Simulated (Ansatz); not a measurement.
Crystal: MgS (Niningerite).

```
S Mg
1.0
     0.00000    2.60165    2.60165
     2.60165    0.00000    2.60165
     2.60165    2.60165    0.00000
S Mg
1 1
Direct
  0.50000 0.50000 0.50000
  0.00000 0.00000 0.00000
```

Program: Ansatz 0.2.0. Alike in all runs: potentials or basis Ansatz PAW; no spin polarisation; cell as given; k mesh 5 × 5 × 5; smearing fermi-dirac 0.05 eV.

Problem. Order these runs on this cell by their pressure, lowest first.
A. level LDA; cutoff (eV) 420
B. level r2SCAN0 form with a typed share of exact exchange; cutoff (eV) 500; share of exact exchange 0.5
C. level revPBE; cutoff (eV) 420
D. level r2SCAN; cutoff (eV) 500

Solution. A (-3.2 GPa), B (-1.6 GPa), D (0.1 GPa), C (3.0 GPa).

Caveats: the PAW data sets come from PBE, with cores solved anew for the run's functional, which leaves a small shift of forces and pressure; the density of states is complete only up to the lowest level of the last band computed (some runs); the thresholds are loose for stress (some runs).

Runs at the PBE level aren't shown here.
